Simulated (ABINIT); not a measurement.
Write an ASE script for ABINIT 10.8.3 (patched build) that does the following.

| Item | Value |
| --- | --- |
| Task | single point |
| Functional | PBE |
| Potentials or basis | JTH PAW PBE v2.0 |
| Cutoff | 517 eV |
| k mesh | 7 × 7 × 7 |
| Occupations | fermi-dirac, width 0.05 eV |
| Spin | no spin polarisation |
| Fine-grid cutoff | 1034.03 eV |

CaSe:

```
Se Ca
1.0
     0.00000    3.30000    3.30000
     3.30000    0.00000    3.30000
     3.30000    3.30000    0.00000
Se Ca
1 1
Direct
  0.25000 0.25000 0.25000
  0.00000 0.00000 0.00000
```

The cell comes from a database or a generator and needn't be the stable form of this composition.

These files were run (other wordings do the same):

run.py

```python
import json, os
import numpy as np
from ase.units import GPa
from ase.calculators.abinit import Abinit, AbinitProfile
from ase import Atoms

atoms = Atoms(['Se', 'Ca'],
              cell=[[0.0, 3.3, 3.3], [3.3, 0.0, 3.3], [3.3, 3.3, 0.0]],
              scaled_positions=[[0.25, 0.25, 0.25], [0.0, 0.0, 0.0]],
              pbc=True)

profile = AbinitProfile(command='abinit', pp_paths=[os.path.abspath('pseudos')])
params = dict(
    pps='pawxml', xc='PBE',
    ecut=517.0163,
    pawecutdg=1034.0327,
    pawxcdev=0,
    kptopt=1,
    ngkpt=[7, 7, 7],
    nshiftk=1,
    shiftk=[0.0, 0.0, 0.0],
    ixc=11,
    nband=12,
    occopt=3,
    tsmear=0.05,
    nstep=100,
    tolvrs=1e-09,
    prtwf=0,
    prtden=0,
)

atoms.calc = Abinit(profile=profile, directory='run', **params)
energy = atoms.get_potential_energy()
forces = atoms.get_forces()
stress = atoms.get_stress()
print(f'energy {energy:.6f} eV')
print('forces (eV/A)')
print(np.round(forces, 5))
print('stress (GPa, Voigt, tension positive)', np.round(stress / GPa, 4))
json.dump(dict(energy=energy, forces=forces.tolist(), stress=stress.tolist(), cell=atoms.cell.tolist(), frac=atoms.get_scaled_positions(wrap=False).tolist()), open('results.json', 'w'))
```

Potentials or basis: JTH PAW PBE v2.0.

Launch:

```bash
$ python run.py
```

Results of the run:

```json
{
  "Pressure": "-0.2 GPa",
  "Band gap on the k mesh": "3.15 eV, indirect (least direct gap 3.24 eV)",
  "Valence electrons inside the program's atomic spheres": "Se 4.00; Ca 7.42"
}
```

Caveat: an odd mesh through Γ misses points on the zone boundary, where band edges often lie.

Run time: 19 s on 1 thread of Arm Neoverse V1, on a shared host, peak memory 0.12 GiB.
